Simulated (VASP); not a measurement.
Wanted: the native input for a VASP 6.6.1 run.

```
Task                               : band structure
Functional                         : HSE06
Potentials or basis                : VASP PAW PBE potentials, release 64 (Zn, Se)
Cutoff                             : 520 eV
k mesh                             : 6 × 6 × 6
Occupations                        : gaussian, width 0.02 eV
Spin                               : no spin polarisation
Grid for exact exchange (PRECFOCK) : Fast
Screening parameter                : 0.2 1/A
Further INCAR settings             : ALGO = Normal; EDIFF = 1e-06
```

ZnSe:

```
Zn Se
1.0
     0.00000    2.82024    2.82024
     2.82024    0.00000    2.82024
     2.82024    2.82024    0.00000
Zn Se
1 1
Cartesian
  0.0000 0.0000 0.0000
  1.4101 1.4101 1.4101
```

The cell is a database's computed one.

One way to write it, as run:

POSCAR

```
ZnSe
1.0
    0.0000000000      2.8202400000      2.8202400000
    2.8202400000      0.0000000000      2.8202400000
    2.8202400000      2.8202400000      0.0000000000
Zn Se
1 1
Direct
    0.0000000000      0.0000000000      0.0000000000
    0.2500000000      0.2500000000      0.2500000000
```

INCAR.step1

```
PREC = Accurate
ENCUT = 520
EDIFF = 1E-5
ISMEAR = 0
SIGMA = 0.02
LREAL = F
LASPH = T
NELM = 100
ALGO = Normal
ISIF = 2
LWAVE = T
LCHARG = F
GGA = PE
```

INCAR.step2

```
PREC = Accurate
ENCUT = 520
EDIFF = 1E-6
ISMEAR = 0
SIGMA = 0.02
LREAL = F
LASPH = T
NELM = 100
ALGO = Normal
ISIF = 2
LWAVE = F
LCHARG = F
GGA = PE
LHFCALC = T
HFSCREEN = 0.2
PRECFOCK = Fast
ISTART = 1
```

KPOINTS

```
Automatic mesh
0
Gamma
  6 6 6
```

KPOINTS_OPT

```
path GXWKGLUWLK,UX
12
line-mode
reciprocal
 0.0000000000  0.0000000000  0.0000000000  G
 0.5000000000  0.0000000000  0.5000000000  X

 0.5000000000  0.0000000000  0.5000000000  X
 0.5000000000  0.2500000000  0.7500000000  W

 0.5000000000  0.2500000000  0.7500000000  W
 0.3750000000  0.3750000000  0.7500000000  K

 0.3750000000  0.3750000000  0.7500000000  K
 0.0000000000  0.0000000000  0.0000000000  G

 0.0000000000  0.0000000000  0.0000000000  G
 0.5000000000  0.5000000000  0.5000000000  L

 0.5000000000  0.5000000000  0.5000000000  L
 0.6250000000  0.2500000000  0.6250000000  U

 0.6250000000  0.2500000000  0.6250000000  U
 0.5000000000  0.2500000000  0.7500000000  W

 0.5000000000  0.2500000000  0.7500000000  W
 0.5000000000  0.5000000000  0.5000000000  L

 0.5000000000  0.5000000000  0.5000000000  L
 0.3750000000  0.3750000000  0.7500000000  K

 0.6250000000  0.2500000000  0.6250000000  U
 0.5000000000  0.0000000000  0.5000000000  X
```

Potentials or basis: VASP PAW PBE potentials, release 64 (Zn, Se).

The run is started by

```console
$ cat potpaw_PBE.64/Zn/POTCAR potpaw_PBE.64/Se/POTCAR > POTCAR
$ cp INCAR.step1 INCAR
$ mpirun -np 1 vasp_std > vasp.out
$ cp INCAR.step2 INCAR
$ mpirun -np 1 vasp_std > vasp.out
```

It gave:

```
Pressure                : 2.1 GPa
Band gap on the k mesh  : 2.49 eV, direct
Band gap along the path : 2.49 eV, direct
```

Caveat: the PAW data sets were made with another functional, which shifts forces and pressure a little.

It took 84 min on 1 thread of Intel(R) Xeon(R) 6975P-C (Granite Rapids), with other jobs on the host, peak memory 0.35 GiB.
